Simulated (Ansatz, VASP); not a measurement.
**Two plane-wave programs on W**

```
W
1.0
     0.00000    2.03000    2.03000
     2.03000    0.00000    2.03000
     2.03000    2.03000    0.00000
W
1
Direct
  0.00000 0.00000 0.00000
```

This isn't the form of W at room conditions, which is bcc.

Alike in both runs: functional BLYP; k mesh 11 × 11 × 11; non-collinear spin, spin-orbit coupling.

|  | VASP | Ansatz |
| --- | --- | --- |
| version | VASP 6.6.1 | Ansatz 0.2.0 |
| potentials or method | VASP PAW PBE potentials, release 64 (W_sv) | PseudoDojo stringent (PBEsol files) |
| plane-wave cutoff (eV) | 520 | 1007 |
| occupations | methfessel-paxton of order 1, width 0.05 eV | cold, width 0.05 eV |
| valence electrons in the cell | 14 | 14 |
| task | single point | atomic charges |

```csv
,VASP,Ansatz,Ansatz less VASP
gap on the k mesh at the Fermi level (eV),none,none,-
pressure (GPa),7.4,5.0,-2.44
net moment per atom (μB),0.00,0.00,0.000
```

A gap of «none» marks a metal or a gap that the smearing closes.

Caveats: the PAW data sets were made with another functional, which shifts forces and pressure a little (VASP); the potentials were made for another functional, which shifts forces and pressure (Ansatz); the starting moments weren't kept (Ansatz); the thresholds are loose for stress (Ansatz).
